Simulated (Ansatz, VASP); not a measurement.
Two plane-wave programs on Te

INCAR

```
PREC = Accurate ; ENCUT = 520
EDIFF = 1E-6 ; ISMEAR = -1
SIGMA = 0.1 ; LREAL = False
LASPH = True ; NELM = 80
ALGO = Normal ; ISIF = 2
LWAVE = False ; LCHARG = True
GGA = PS ; LELF = True
LVHAR = True ; NBANDS = 9
```

Contents of KPOINTS:

```
Automatic mesh
0
Gamma
  11 11 11
```

The input POSCAR:

```
Te
1.0
    3.1508842372      0.0000000000      0.0000000000
    0.0000000000      3.1508842372      0.0000000000
    0.0000000000      0.0000000000      3.1508842372
Te
1
Direct
    0.0000000000      0.0000000000      0.0000000000
```

Input for Ansatz:

```yaml
crystal:
  lattice:
    - [3.1508842372, 0.0, 0.0]
    - [0.0, 3.1508842372, 0.0]
    - [0.0, 0.0, 3.1508842372]
  atoms:
    - { symbol: Te, position: [0.0, 0.0, 0.0] }
hamiltonian:
  xc: pbesol
  pseudopotentials:
    kind: paw
    azcp:
      Te: "pseudopotentials/Te.paw.azcp"
basis:
  ecutwfc: 420
  fft_grid_basis: typed
kpoints:
  mp_grid: { grid: [11, 11, 11], shift: [0, 0, 0] }
magnetization:
  spin_polarized: false
scf:
  occupations: { method: fermi_dirac, width: 0.1 }
  lower_state_search: "off"
output:
  stress: true
```

Alike in both runs: task single point; functional PBEsol; k mesh 11 × 11 × 11; occupations fermi-dirac, width 0.1 eV; no spin polarisation.

|  | VASP | Ansatz |
| --- | --- | --- |
| version | VASP 6.6.1 | Ansatz 0.2.0 |
| potentials or method | VASP PAW PBE potentials, release 64 (Te) | plane waves (420 eV) with PAW, scalar-relativistic |
| plane-wave cutoff (eV) | 520 | 420 |
| valence electrons in the cell | 6 | 16 |

Ansatz gave:

- pressure (GPa): 0.0

Task: What did VASP give for the same quantities?

Result: Pressure (GPa): 0.1.

The two sets of potentials don't hold the same shells in valence. Ansatz warned: «pseudo_functional_mismatch».

Caveats: the PAW data sets were made with another functional, which shifts forces and pressure a little (VASP). Spin-orbit coupling is left out, which matters for the levels of Te.
